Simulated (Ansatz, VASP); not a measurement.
CdSe: VASP beside Ansatz

INCAR

```
SYSTEM = CdSe
PREC = Accurate
ENCUT = 520
EDIFF = 1E-6
ISMEAR = -1
SIGMA = 0.05
LREAL = .FALSE.
LASPH = .TRUE.
NELM = 100
ALGO = Normal
ISIF = 2
LWAVE = .FALSE.
LCHARG = .TRUE.
GGA = CA
LELF = .TRUE.
LVHAR = .TRUE.
NBANDS = 16
```

File KPOINTS:

```
Automatic mesh
0
G
  11 11 11
  0 0 0
```

Contents of POSCAR:

```
CdSe
1.0
    0.0000000000      2.4615504538      2.4615504538
    2.4615504538      0.0000000000      2.4615504538
    2.4615504538      2.4615504538      0.0000000000
Cd Se
1 1
Direct
    0.0000000000      0.0000000000      0.0000000000
    0.2500000000      0.2500000000      0.2500000000
```

Input for Ansatz:

```yaml
crystal:
  lattice:
    - [0.0, 2.4615504538, 2.4615504538]
    - [2.4615504538, 0.0, 2.4615504538]
    - [2.4615504538, 2.4615504538, 0.0]
  atoms:
    - { symbol: Cd, position: [0.0, 0.0, 0.0] }
    - { symbol: Se, position: [0.25, 0.25, 0.25] }
kpoints:
  mp_grid: { grid: [11, 11, 11] }
  band_path:
    path:
      - [0.0, 0.0, 0.0]
      - [-0.5, -0.5, 0.0]
      - [-0.375, -0.375, 0.25]
      - [-0.375, 0.0, 0.375]
      - [0.0, 0.0, 0.0]
      - [0.0, 0.0, 0.5]
      - [-0.5, -0.25, 0.25]
      - [-0.5, -0.5, 0.0]
    npoints: 8
scf:
  occupations: { method: fermi_dirac, width: 0.05 }
hamiltonian:
  xc: lda
  pseudopotentials: { kind: paw }
output:
  forces: true
  stress: true
  eigenvalues: true
  populations: true
  dos: { projected: true, de: 0.2, e_range: [-14, 8] }
```

Change from the starting cell: volume scaled by 0.55, PAW files.

Alike in both runs: task single point; functional LDA; k mesh 11 × 11 × 11; occupations fermi-dirac, width 0.05 eV; no spin polarisation.

```csv
,VASP,Ansatz
version,VASP 6.6.1,Ansatz 0.2.0
potentials or method,"VASP PAW LDA potentials, release 64 (Cd, Se)","PAW with Ansatz's default frozen-core files, scalar-relativistic"
plane-wave cutoff (eV),520,420
valence electrons in the cell,18,36
```

```csv
,VASP,Ansatz,Ansatz less VASP
pressure (GPa),145.3,139.6,-5.70
```

The two sets of potentials don't hold the same shells in valence.

Caveats: the cell as given lies far from equilibrium; so large a pressure means that the cell lies far from this level's equilibrium, or that cutoff or potentials fall short (VASP); an odd mesh through Γ misses points on the zone boundary, where band edges often lie.
